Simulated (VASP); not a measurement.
A run of VASP 6.6.1 is set up as follows.

Contents of INCAR:

```
PREC = Accurate
ENCUT = 520
EDIFF = 1E-6
ISMEAR = 0
SIGMA = 0.1
LREAL = F
LASPH = T
NELM = 100
ALGO = Normal
ISIF = 2
LWAVE = F
LCHARG = F
LDIPOL = T
IDIPOL = 3
DIPOL = 0.5 0.5 0.500
GGA = PS
NBANDS = 36
```

The input KPOINTS:

```
regular mesh
0
Gamma
  11 11 1
```

Contents of POSCAR:

```
Cu
1.0
    2.5196845643      0.0000000000      0.0000000000
    0.0000000000      2.5196845643      0.0000000000
    0.0000000000      0.0000000000     24.1267441673
Cu
5
Direct
    0.5000000000      0.5000000000      0.3523061355
    0.0000000000      0.0000000000      0.4261530678
    0.5000000000      0.5000000000      0.5000382116
    0.0000000000      0.0000000000      0.5740887830
    0.5000000000      0.5000000000      0.6455500162
```

Potentials or basis: VASP PAW PBE potentials, release 64 (Cu).

The run is started by

```console
$ cat potpaw_PBE.64/Cu/POTCAR > POTCAR
$ mpirun -np 1 vasp_std > vasp.out
```

(1) What does it give for the largest force?

(2) What does it give for the band gap on the k mesh?

Answers

(1) 0.240 eV/Å.

(2) none (metal or under the smearing width).

Caveat: the PAW data sets were made with another functional, which shifts forces and pressure a little.
